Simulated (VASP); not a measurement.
# GaP: convergence, self-consistent run

GaP, F-43m (no. 216), 2 atoms in the cell. LDA; PAW potentials Ga_d, P (LDA set). VASP 6.6.1.

Wanted: energy within 0.2 meV/atom; levels at the zone centre within 0.003 eV.

What the run is for: comparing ways to start; Accuracy asked: tight.

Levels at the zone centre: counted from the valence top at that point.

POSCAR:
```
GaP
1.0
    0.0000000000      2.7252500000      2.7252500000
    2.7252500000      0.0000000000      2.7252500000
    2.7252500000      2.7252500000      0.0000000000
Ga P
1 1
Direct
    0.0000000000      0.0000000000      0.0000000000
    0.7500000000      0.7500000000      0.7500000000
```

## How the run starts (with a second run first, the time holds both)

| How the run starts (with a second run first, the time holds both) | Energy less reference (meV/atom) | Levels at the zone centre, largest deviation (eV) | Time (s) |
|---|---|---|---|
| from scratch: 12 SCF iterations | 0.00 | 0.0000 | 10 |
| density of a coarse mesh (ICHARG 1): 12 + 9 SCF iterations | 0.00 | 0.0002 | 12 |
| orbitals of a lower cutoff (ISTART 1): 12 + 5 SCF iterations | 0.00 | 0.0001 | 10 |
| orbitals of a loose run: 9 + 2 SCF iterations | 0.00 | 0.0000 | 7.2 |

Chosen: orbitals of a loose run: 9 + 2 SCF iterations, the fastest of those that stay within half of the tolerance.

## All choices together

| Input | Energy less reference (meV/atom) | Levels at the zone centre, largest deviation (eV) | Time (s) |
|---|---|---|---|
| chosen settings | 0.00 | 0.0000 | 7.2 |
| reference settings throughout | 0.00 | 0.0000 | 10 |

The tolerance is met.

Values of the reference run: Levels at the zone centre: 0, 0, 1.637 eV from the valence top at Gamma.

## The input

INCAR.step1:
```
SYSTEM = GaP
ALGO = Normal ; EDIFF = 0.001
EFERMI = MIDGAP ; ENCUT = 400
GGA = CA ; GGA_COMPAT = .False.
ISIF = 2 ; ISMEAR = 0
LASPH = .True. ; LCHARG = .True.
LREAL = .False. ; LWAVE = .True.
NELM = 120 ; PREC = Normal
SIGMA = 0.03
```

INCAR.step2, as INCAR.step1 but for:
```
- EDIFF = 0.001
- LCHARG = .True.
- LWAVE = .True.
- PREC = Normal
+ EDIFF = 1E-6
+ ISTART = 1
+ LCHARG = .False.
+ LWAVE = .False.
+ PREC = Accurate
```

KPOINTS:
```
k-points
0
Gamma
  8 8 8
```

Commands (each step's output is kept before the next begins):
```
cat potpaw_LDA.64/Ga_d/POTCAR potpaw_LDA.64/P/POTCAR > POTCAR
cp INCAR.step1 INCAR
mpirun -np 1 vasp_std > vasp.out
cp INCAR.step2 INCAR
mpirun -np 1 vasp_std > vasp.out
```

The chosen input took VASP 6.6.1 7.2 s on 1 core (Intel Xeon Platinum 8259CL @ 2.50GHz (Skylake/Cascade Lake)), a shared host.

## An input that fails: restart asked without its files

VASP's message: ERROR: charge density could not be read from file CHGCAR for ICHARG>10.

Changes against the starting input:
```
- NELM = 120
+ NELM = 60
+ ICHARG = 11
```
